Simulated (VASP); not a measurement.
The system is SiC.

```
Si C
1.0
     3.07569    0.00000    0.00000
    -1.53785    2.66363    0.00000
     0.00000    0.00000   10.07065
Si C
4 4
Direct
  0.00000 0.00000 0.18789
  0.00000 0.00000 0.68789
  0.33333 0.66667 0.43784
  0.66667 0.33333 0.93784
  0.00000 0.00000 0.00046
  0.00000 0.00000 0.50046
  0.33333 0.66667 0.24980
  0.66667 0.33333 0.74980
```

The cell is a database's computed one.

```yaml
Program: VASP 6.6.1
Task: relaxation of cell and atoms
Functional: PBE
Potentials_or_basis: VASP PAW PBE potentials, release 64 (Si_GW, C_GW)
Cutoff: 680 eV
k_mesh: 10 × 10 × 3
Occupations: fermi-dirac, width 0.05 eV
Spin: no spin polarisation
```

At the start: pressure 4.0 GPa; volume 10.31 Å³/atom.

Problem. Where does the relaxation end?

Solution. Over 3 steps the energy falls by 2.3 meV/atom and the volume is 10.50 Å³/atom (+1.8 %); space group P6_3mc (No. 186, to 0.05 Å).

The path:
```
step  energy change (eV)  largest force (eV/Å)  pressure (GPa)  volume (Å³)
   1              0.0000                0.0058            4.00        82.50
   2              0.0014                0.0188           -3.90        85.62
   3             -0.0185                0.0068            0.00        84.01
```

Final structure:
```yaml
crystal:
  lattice:
    - [3.09452, 0.00000, 0.00000]
    - [-1.54726, 2.67994, 0.00000]
    - [0.00000, 0.00000, 10.13029]
  atoms:
    - { symbol: Si, position: [0.00000, 0.00000, 0.18790] }
    - { symbol: Si, position: [0.00000, 0.00000, 0.68790] }
    - { symbol: Si, position: [0.33333, 0.66667, 0.43783] }
    - { symbol: Si, position: [0.66667, 0.33333, 0.93783] }
    - { symbol: C, position: [0.00000, 0.00000, 0.00046] }
    - { symbol: C, position: [0.00000, 0.00000, 0.50046] }
    - { symbol: C, position: [0.33333, 0.66667, 0.24982] }
    - { symbol: C, position: [0.66667, 0.33333, 0.74982] }
```
